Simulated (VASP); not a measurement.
# HfB2 (P6/mmm) in VASP: a series of runs

Runs on HfB2. Level: PBEsol. Tasks: single point.

Program: VASP 6.6.1. These are calculated values, not measurements. Logs are shortened: lines on timing, memory, paths and dates and some standing lists are left out, and cuts for length are marked.

### 1 The crystal as given

Symmetry: P6/mmm, No. 191, hexagonal system. The conventional cell has a = 3.140 Å, b = 3.140 Å, c = 3.480 Å, α = 90.00°, β = 90.00°, γ = 120.00°. Around Hf (site symmetry 6/mmm) lie 12 B at 2.51 Å. Around B (site symmetry -6m2) lie 3 B at 1.81 Å.

### 2 Single point, PBEsol

INCAR

```
SYSTEM = HfB2
  PREC = Accurate
  ENCUT = 460
  EDIFF = 1E-7
  ISMEAR = 1
  SIGMA = 0.4
  LREAL = .FALSE.
  LASPH = .TRUE.
  NELM = 100
  ALGO = Normal
  ISIF = 2
  LWAVE = .FALSE.
  LCHARG = .FALSE.
  GGA = PS
  NBANDS = 12
  ADDGRID = .FALSE.
```

KPOINTS

```
Automatic mesh
0
G
  15 15 12
  0 0 0
```

POSCAR

```
HfB2
1.0
    3.1400000000      0.0000000000      0.0000000000
   -1.5700000000      2.7193197679      0.0000000000
    0.0000000000      0.0000000000      3.4800000000
Hf B
1 2
Direct
   -0.0142630000      0.0046330000     -0.0059370000
    0.6696320000      0.3380360000      0.4871880000
    0.3055440000      0.6904850000      0.5067950000
```

Potentials or basis: VASP PAW PBE potentials, release 64 (Hf, B).

Command:

```bash
cat potpaw_PBE.64/Hf/POTCAR potpaw_PBE.64/B/POTCAR > POTCAR
mpirun -np 1 vasp_std > vasp.out
```

OUTCAR:

```text
SYSTEM = HfB2
   PREC = Accurate
   ENCUT = 460
   EDIFF = 1E-7
   ISMEAR = 1
   LREAL = .FALSE.
   LASPH = .TRUE.
   NELM = 100
   ISIF = 2
   GGA = PS

 Found   1351 irreducible k-points:

 Following reciprocal coordinates:
            Coordinates               Weight
  0.000000  0.000000  0.000000      1.000000
  0.066667 -0.000000  0.000000      2.000000
  0.000000  0.066667  0.000000      2.000000
 -0.066667  0.066667  0.000000      2.000000
  0.133333  0.000000  0.000000      2.000000
  0.000000  0.133333  0.000000      2.000000
   k-points           NKPTS =   1351   k-points in BZ     NKDIM =   1351   number of bands    NBANDS=     12
   number of dos      NEDOS =    301   number of ions     NIONS =      3
   total plane-waves  NPLWV =  13824
   dimension x,y,z NGX =    24 NGY =   24 NGZ =   24
   dimension x,y,z NGXF=    48 NGYF=   48 NGZF=   48
   ions per type =               1   2
   NGX,Y,Z   is equivalent  to a cutoff of  12.71, 12.71, 11.47 a.u.
   NGXF,Y,Z  is equivalent  to a cutoff of  25.41, 25.41, 22.93 a.u.
 SYSTEM =  HfB2
   PREC   = accura    normal or accurate (medium, high low for compatibility)
   ISTART =      0    job   : 0-new  1-cont  2-samecut
   ICHARG =      2    charge: 1-file 2-atom 10-const
   ISPIN  =      1    spin polarized calculation?
   LNONCOLLINEAR =      F non collinear calculations
   LSORBIT =      F    spin-orbit coupling
   LASPH  =      T    aspherical Exc in radial PAW
   ENCUT  =  460.0 eV  33.81 Ry    5.81 a.u.   5.49  5.49  6.09*2*pi/ulx,y,z
   NELM   =    100;   NELMIN=  2; NELMDL= -5     # of ELM steps
   EDIFF  = 0.1E-06   stopping-criterion for ELM
   LREAL  =      F    real-space projection
   EDIFFG = 0.1E-05   stopping-criterion for IOM
   NSW    =      0    number of steps for IOM
   IBRION =     -1    ionic relax: 0-MD 1-quasi-New 2-CG
   NFREE  =      0    steps in history (QN), initial steepest desc. (CG)
   ISIF   =      2    stress and relaxation
   ISYM   =      2    0-nonsym 1-usesym 2-fastsym
   POTIM  = 0.5000    time-step for ionic-motion
   TEBEG  =    0.0;   TEEND  =   0.0 temperature during run
   PSTRESS=    0.0 pullay stress
   NELECT =      10.0000    total number of electrons
   NUPDOWN=      -1.0000    fix difference up-down
   EMIN   =  10.00;   EMAX   =-10.00  energy-range for DOS
   EFERMI =   0.00;   METHOD = LEGACY
   ISMEAR =     1;   SIGMA  =   0.40  broadening in eV -4-tet -1-fermi 0-gaus
   EFERMI_NEDOS =   21; number of points for ismear=-14 and -15
   IALGO  =     38    algorithm
   IMIX   =      4    mixing-type and parameters
     AMIX     =   0.40;   BMIX     =  1.00
     AMIX_MAG =   1.60;   BMIX_MAG =  1.00
  volume/ion in A,a.u.               =       9.90        66.84
  Fermi-wavevector in a.u.,A,eV,Ry     =   1.138724  2.151876 17.642568  1.296692
  Thomas-Fermi vector in A             =   2.275428
   LORBIT       =      0    0 simple, 1 ext, 2 COOP (PROOUT), +10 PAW based schemes
   GGA     = PS    functional components
   LHFCALC =     F    Hartree Fock is set to
   AEXX    =    0.0000 exact exchange contribution
   IVDW    =     0    specifies the selected vdW correction
   LEPSILON=     F    determine dielectric tensor
   LRPA    =     F    only Hartree local field effects (RPA)
 non-spin polarized calculation
 Methfessel and Paxton  Order N= 1 SIGMA  =   0.40
  energy-cutoff  :      460.00
  volume of cell :       29.71
 maximum number of plane-waves:       690
 NGX is ok and might be reduce to    24
   NGX = 11   NGY = 11   NGZ = 13

 number of electron      10.0000000 magnetization

 Free energy of the ion-electron system (eV)
  ---------------------------------------------------
  ext. energy  EPLUGINS =         0.00000000
  ---------------------------------------------------
  free energy    TOTEN  =       -27.79570462 eV

  energy without entropy =      -27.79730742  energy(sigma->0) =      -27.79623889

 E-fermi :   7.8091     XC(G=0): -12.4524

 val. band max:        7.7953798728   @ k =   0.2000  -0.4000   0.0833
 cond. band min:       7.8123545530   @ k =  -0.0667   0.1333   0.3333
 fundamental gap:      0.0169746801
 Fermi energy:         7.8090557193

 k-point     1 :       0.0000    0.0000    0.0000
  band No.  band energies     occupation
      1      -5.9028      2.00000
      2       4.3747      2.00000
      3       4.7264      2.00000
      4       5.0459      2.00000
      5       5.5465      2.00000
      6      11.5568     -0.00000
      7      11.7183     -0.00000
      8      11.9399     -0.00000
      9      12.1307     -0.00000
     10      12.8341     -0.00000
     11      13.1110     -0.00000
     12      13.9718     -0.00000

 k-point     2 :       0.0667   -0.0000    0.0000
  band No.  band energies     occupation
      1      -5.8123      2.00000
      2       4.1669      2.00000
      3       4.8101      2.00000
      4       4.9825      2.00000
      5       5.4961      2.00000
      6      11.1187     -0.00000
      7      11.6281     -0.00000
      8      11.9906     -0.00000
      9      12.0850     -0.00000
     10      12.9298     -0.00000
     11      13.4840     -0.00000
     12      14.3239     -0.00000

 k-point     3 :       0.0000    0.0667    0.0000
  band No.  band energies     occupation
      1      -5.8117      2.00000
      2       4.1908      2.00000
      3       4.8011      2.00000
      4       4.9765      2.00000
      5       5.4746      2.00000
      6      11.0915     -0.00000
      7      11.6385     -0.00000
      8      12.0038     -0.00000
      9      12.1995     -0.00000
     10      12.8474     -0.00000
     11      13.3896     -0.00000
     12      14.4393     -0.00000

 k-point     4 :      -0.0667    0.0667    0.0000
  band No.  band energies     occupation
      1      -5.8089      2.00000
      2       4.3743      2.00000
      3       4.8017      2.00000
      4       4.9483      2.00000
      5       5.2290      2.00000
      6      11.2042     -0.00000
      7      11.8520     -0.00000
      8      11.8757     -0.00000
      9      11.9625     -0.00000
     10      12.8566     -0.00000
     11      13.6686     -0.00000
     12      14.4493     -0.00000

 k-point     5 :       0.1333    0.0000    0.0000
  band No.  band energies     occupation
      1      -5.5458      2.00000
      2       3.5791      2.00000
      3       4.7635      2.00000
      4       5.0706      2.00000
      5       5.4127      2.00000
      6      10.5082     -0.00000
      7      11.4334     -0.00000
      8      11.5428     -0.00000
      9      12.0717     -0.00000
     10      13.4488     -0.00000
     11      14.3620     -0.00000
     12      14.9535     -0.00000

 k-point     6 :       0.0000    0.1333    0.0000
  band No.  band energies     occupation
      1      -5.5435      2.00000
      2       3.6254      2.00000
      3       4.7445      2.00000
      4       5.0440      2.00000
      5       5.3711      2.00000
      6      10.4539     -0.00000
      7      11.4631     -0.00000
      8      11.6519     -0.00000
      9      12.1213     -0.00000
     10      13.3405     -0.00000
     11      14.3528     -0.00000
     12      14.9476     -0.00000

 [... further k-points ...]

------------------------ aborting loop because EDIFF is reached ----------------------------------------

  FORCE on cell =-STRESS in cart. coord.  units (eV):
  Direction    XX          YY          ZZ          XY          YZ          ZX
  --------------------------------------------------------------------------------------
  -------------------------------------------------------------------------------------
  Total       -0.0821026     -0.4473478     -0.8264092     -0.2374387      0.0486053     -0.0755632
  in kB       -4.4268864    -24.1205212    -44.5591128    -12.8024466      2.6207485     -4.0742879
  external PRESSURE =     -24.3688401 kB  Pullay stress =       0.0000000 kB

 VOLUME and BASIS-vectors are now :
 -----------------------------------------------------------------------------
  energy-cutoff  :      460.00
  volume of cell :       29.71
      direct lattice vectors                 reciprocal lattice vectors
     3.140000000  0.000000000  0.000000000     0.318471338  0.183869512  0.000000000
    -1.570000000  2.719319768  0.000000000     0.000000000  0.367739025  0.000000000
     0.000000000  0.000000000  3.480000000     0.000000000  0.000000000  0.287356322

 POSITION                                       TOTAL-FORCE (eV/Angst)
 -----------------------------------------------------------------------------------
      3.08794      0.01260      3.45934        -0.167047      0.367835      0.165095
      1.57193      0.91923      1.69541        -1.390801      0.298404      0.305992
     -0.12465      1.87765      1.76365         1.557848     -0.666239     -0.471087
 -----------------------------------------------------------------------------------
    total drift:                                0.000007      0.000000     -0.000025

  FREE ENERGIE OF THE ION-ELECTRON SYSTEM (eV)
  ---------------------------------------------------
  free  energy   TOTEN  =       -27.7957046208 eV

  energy  without entropy=      -27.7973074179  energy(sigma->0) =      -27.79623889
```

Run time: 1.9 min. Hardware: 1 thread of Intel Xeon Platinum 8559C (Emerald Rapids), shared host; peak memory 0.53 GiB.

The run converged, but some of its settings lie outside the range that counts as converged, so its numbers aren't taken as properties of the crystal.

Results:

```yaml
Free_energy: -27.7957 eV
Pressure: -2.4 GPa
Largest_force: 1.759 eV/Å
Band_gap_on_the_k_mesh: none (metal or under the smearing width)
```

Caveat: the PAW data sets were made with another functional, which shifts forces and pressure a little.

(Part 1 of 2 ends here.)
